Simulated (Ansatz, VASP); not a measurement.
**CoO in VASP and in Ansatz**

Contents of INCAR:

```
ALGO = Normal
EDIFF = 1E-6
ENCUT = 520
GGA = PS
ISIF = 2
ISMEAR = 0
ISPIN = 2
LASPH = True
LCHARG = True
LELF = True
LMAXMIX = 4
LORBIT = 11
LREAL = False
LVHAR = True
LWAVE = False
MAGMOM = -3 3 0 0
NBANDS = 27
NELM = 150
PREC = Accurate
SIGMA = 0.1
```

KPOINTS

```
k-points
0
Gamma
  6 6 4
```

The input POSCAR:

```
CoO
1.0
    3.1976457435      0.0000000000      0.0000000000
   -1.5988228718      2.7692424462      0.0000000000
    0.0000000000      0.0000000000      5.2287097100
Co O
2 2
Direct
    0.0000000000      0.0000000000      0.0034741400
    0.3333333300      0.6666666700      0.5033624100
    0.0000000000      0.0000000000      0.3716088500
    0.3333333300      0.6666666700      0.8715556000
```

Input for Ansatz:

```yaml
crystal:
  lattice:
    - [3.1976457435, 0.0, 0.0]
    - [-1.5988228718, 2.7692424462, 0.0]
    - [0.0, 0.0, 5.22870971]
  atoms:
    - { symbol: Co, position: [0.0, 0.0, 0.00347414], spin: -3.0 }
    - { symbol: Co, position: [0.33333333, 0.66666667, 0.50336241], spin: 3.0 }
    - { symbol: O, position: [0.0, 0.0, 0.37160885] }
    - { symbol: O, position: [0.33333333, 0.66666667, 0.8715556] }
basis:
  ecutwfc: 420
kpoints:
  mp_grid: { grid: [6, 6, 4] }
hamiltonian:
  xc: pbesol
scf:
  occupations: { method: gaussian, width: 0.1 }
  lower_state_search: "off"
output:
  forces: true
  stress: true
  eigenvalues: true
  populations: true
magnetization:
  spin_polarized: true
```

Measurements of this composition are mostly on another form, of space group No. 225.

Alike in both runs: task single point; functional PBEsol; k mesh 6 × 6 × 4; occupations gaussian, width 0.1 eV; collinear spin.

```csv
,VASP,Ansatz
version,VASP 6.6.1,Ansatz 0.2.0
potentials or method,"VASP PAW PBE potentials, release 64 (Co, O)","scalar-relativistic, plane waves, PAW"
plane-wave cutoff (eV),520,420
valence electrons in the cell,30,46
```

```tsv
	VASP	Ansatz	Ansatz less VASP
gap on the k mesh at the Fermi level (eV)	none	none	-
pressure (GPa)	-10.1	-9.9	+0.22
largest component of the traceless stress (GPa)	1.01	1.06	+0.045
rms of the force components (eV/Å)	0.060	0.063	+0.0037
net moment per atom (μB)	0.00	0.00	0.000
size of the moment on the site where the two differ most (μB)	2.23	2.08	-0.146
```

Site moments also hang on the region over which each program counts them. Atom by atom the forces differ by 0.004 eV/Å (rms over components). A gap of «none» marks a metal or a gap that the smearing closes. The functional is the same, so the differences come from potentials, cutoffs and numerics. The two sets of potentials don't hold the same shells in valence.

Caveats: the k mesh is coarse (spacing up to 0.38 Å⁻¹), so the values aren't converged; the PAW data sets were made with another functional, which shifts forces and pressure a little (VASP); semilocal functionals often make such compounds metallic where correlation or magnetic order opens a gap, which also shifts bond lengths.
